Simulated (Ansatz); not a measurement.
Crystal: BaF2 (Frankdicksonite).

```
Ba F
1.0
     0.00000    3.10005    3.10005
     3.10005    0.00000    3.10005
     3.10005    3.10005    0.00000
Ba F
1 2
Direct
  0.00000 0.00000 0.00000
  0.75000 0.75000 0.75000
  0.25000 0.25000 0.25000
```

Base run:

```yaml
Program: Ansatz 0.2.0
Functional: LDA
Potentials_or_basis: Ansatz PAW
Cutoff: "420 eV (not typed: the program's choice for these potentials)"
k_mesh: 6 × 6 × 6
Occupations: fermi-dirac, width 0.05 eV
Spin: spin-orbit coupling, no magnetisation
```

Its results: band gap on the k mesh 6.46 eV, indirect (least direct gap 6.51 eV); pressure -4.6 GPa.

**Question.** The run is repeated on the same cell with these changes: functional from LDA to PBEsol. What comes out?

**Answer.** Band gap on the k mesh 6.71 eV, indirect (least direct gap 6.76 eV); pressure -1.8 GPa.

PBEsol binds less tightly than LDA, so the same cell stands under more pressure.

Caveats: the PAW data sets come from PBE, with cores solved anew for the run's functional, which leaves a small shift of forces and pressure.
